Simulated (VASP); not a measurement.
MoS2:

```
CELL_PARAMETERS angstrom
1.58000 0.91221 6.15000
-1.58000 0.91221 6.15000
0.00000 -1.82443 6.15000
ATOMIC_POSITIONS crystal
Mo 0.00000 0.00000 0.00000
S 0.25000 0.25000 0.25000
S 0.41700 0.41700 0.41700
```

Measurements of this composition are mostly on another form, of space group No. 194.

- Program: VASP 6.6.1
- Task: relaxation of cell and atoms
- Functional: PBE
- Potentials or basis: VASP PAW PBE potentials, release 64 (Mo_sv, S)
- Cutoff: 520 eV
- k mesh: 10 × 10 × 10
- Occupations: gaussian, width 0.1 eV
- Spin: no spin polarisation

At the start: pressure 5.2 GPa; volume 17.73 Å³/atom.

**Question.** How do energy, volume and symmetry change on relaxing?

**Answer.** Over 31 steps the energy falls by 20.4 meV/atom and the volume is 20.40 Å³/atom (+15.1 %); space group R3m (No. 160, to 0.05 Å).

Step by step:
```
step  energy change (eV)  largest force (eV/Å)  pressure (GPa)  volume (Å³)
   1              0.0000                0.5063            5.21        53.18
   2              0.0757                1.3319           -7.88        57.74
   3             -0.0277                0.2020            0.15        54.68
   4             -0.0277                0.1901            0.24        54.65
   5             -0.0307                0.1563            0.15        54.93
   6             -0.0365                0.1054           -0.08        55.77
   7             -0.0351                0.3170           -0.39        57.47
   8             -0.0380                0.1887           -0.20        56.51
   9             -0.0393                0.1660           -0.24        56.62
  10             -0.0427                0.0971           -0.29        56.93
  11             -0.0482                0.0419           -0.36        57.55
  12             -0.0538                0.3259           -0.42        58.78
  13             -0.0542                0.4244           -0.40        59.21
  14             -0.0584                0.2125           -0.12        59.55
  15             -0.0597                0.1315            0.38        60.08
  16             -0.0600                0.0372            0.22        59.92
  17             -0.0600                0.0338            0.21        59.91
  18             -0.0602                0.0489            0.09        60.06
  19             -0.0604                0.0836           -0.18        60.41
  20             -0.0606                0.0573           -0.13        60.49
  21             -0.0607                0.0135           -0.04        60.72
  22             -0.0608                0.0192           -0.01        60.75
  23             -0.0610                0.0494            0.08        60.86
  24             -0.0610                0.0625            0.11        60.90
  25             -0.0611                0.0313            0.05        60.99
  26             -0.0611                0.0250           -0.01        61.05
  27             -0.0611                0.0169            0.02        61.07
  28             -0.0611                0.0253            0.06        61.09
  29             -0.0611                0.0194            0.04        61.13
  30             -0.0611                0.0111            0.02        61.19
  31             -0.0611                0.0048           -0.03        61.21
```

Final structure:
```xyz
3
Lattice="1.5929 0.9197 6.9644 -1.5929 0.9197 6.9644 0.0000 -1.8393 6.9644" Properties=species:S:1:pos:R:3 pbc="T T T"
Mo    0.0000    0.0000    0.0023
S     0.0000    0.0000    5.4053
S     0.0000    0.0000    8.5282
```

Caveat: the volume moved by over 15 % at a fixed basis, so the end points are rough; the volume moved by +15 % from the deposited cell, more than functionals usually miss.
